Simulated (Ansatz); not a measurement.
# GaP: a tetragonal deformation path

The task here is to estimate one member of a computed series from the others.

Method: DFT r2SCAN, scalar-relativistic, plane waves, PAW, in Ansatz 0.2.0.

### Starting point

The structure is cubic, space group F-43m (No. 216). Conventional cell: a = 5.451 Å, b = 5.451 Å, c = 5.451 Å, α = 90.00°, β = 90.00°, γ = 90.00°. Ga (site symmetry -43m) has 4 P at 2.36 Å as nearest neighbours. P (site symmetry -43m) is surrounded by 4 Ga at 2.36 Å.

Structure file:

```cif
data_structure
_symmetry_space_group_name_H-M 'F-43m'
_symmetry_Int_Tables_number 216
_cell_length_a 5.4505
_cell_length_b 5.4505
_cell_length_c 5.4505
_cell_angle_alpha 90.000
_cell_angle_beta 90.000
_cell_angle_gamma 90.000
_cell_volume 161.92
loop_
_atom_site_label
_atom_site_type_symbol
_atom_site_symmetry_multiplicity
_atom_site_Wyckoff_symbol
_atom_site_fract_x
_atom_site_fract_y
_atom_site_fract_z
_atom_site_occupancy
Ga1 Ga 4 a 0.00000 0.00000 0.00000 1
P1 P 4 c 0.25000 0.25000 0.25000 1
```

The cell is taken as given, not relaxed at this level.

### Zero of energy

The reference gives a free energy of -4550.4845 eV, pressure 0.04 GPa, largest force 0.000 eV/Å and gap on the mesh 1.86 eV. It was computed beforehand with the settings of the runs below.

The first run:

At fixed volume and fractional coordinates, lengths along (0.000, 0.000, 1.000) are scaled against those across it; ρ is that ratio over its starting value.

Input file input.yaml:

```yaml
crystal:
  lattice:
    - [0.0, 3.0591436934, 2.1628145913]
    - [3.0591436934, 0.0, 2.1628145913]
    - [3.0591436934, 3.0591436934, 0.0]
  atoms:
    - { symbol: Ga, position: [0.0, 0.0, 0.0] }
    - { symbol: P, position: [0.75, 0.75, 0.75] }
basis:
  ecutwfc: 500
kpoints:
  mp_grid: { grid: [10, 10, 10] }
hamiltonian:
  xc: r2scan
scf:
  occupations: { method: gaussian, width: 0.05 }
output:
  forces: true
  stress: true
  eigenvalues: true
```

Run with:

```
ansatz run input.yaml --threads 1 --pin off --max-ram 2560MiB --backend cpu --events-out ev --progress --plain --runs-dir out
```

Among the steps run: ρ = 0.707; At ρ = 1.414; Point ρ = 0.850; At ρ = 1.200; Point ρ = 0.780; At ρ = 1.300; ρ = 0.920; ρ = 1.100; Point ρ = 0.650; At ρ = 1.500; Point ρ = 0.960; Point ρ = 1.050.

One table of the session follows, with a row left open; its other results are not shown here.

The scan, with free energies counted from the undisturbed cell:

| ρ | ΔE (meV/atom) | pressure (GPa) | gap on the mesh (eV) |
| --- | --- | --- | --- |
| 0.650 | 366.5 | -4.6 | 0.00 |
| 0.707 | 266.3 | -3.0 | 0.00 |
| 0.780 | 155.5 | -1.5 | 0.00 |
| 0.850 | 74.3 | -0.6 | 0.37 |
| 0.920 | 21.6 | -0.1 | 1.05 |
| 0.960 | 5.5 | 0.0 | 1.45 |
| 1.000 | 0.0 | 0.0 | 1.86 |
| 1.050 | 8.7 | 0.0 | 1.61 |
| 1.100 | ? | ? | ? |
| 1.200 | 139.4 | -0.4 | 0.83 |
| 1.300 | 309.3 | -0.6 | 0.00 |
| 1.414 | 552.2 | -0.7 | 0.00 |
| 1.500 | 720.9 | -1.1 | 0.00 |

Q: Estimate the row for ρ = 1.100 from the others.

Worked estimate for «ΔE (meV/atom)». A straight line through the neighbours (1.050, 8.7) and (1.200, 139.4) gives 8.7 + (139.4 − 8.7) × (1.100 − 1.050) / (1.200 − 1.050) = 52.3; a parabola fitted to 4 rows on both sides gives 35.8.

The run gave: ΔE (meV/atom): 34.9; pressure (GPa): -0.1; gap on the mesh (eV): 1.37. In «ΔE (meV/atom)» the line misses by +17.4 and the parabola by +0.9.

Where the gap reads zero, the mesh chosen for the insulator is on the coarse side.
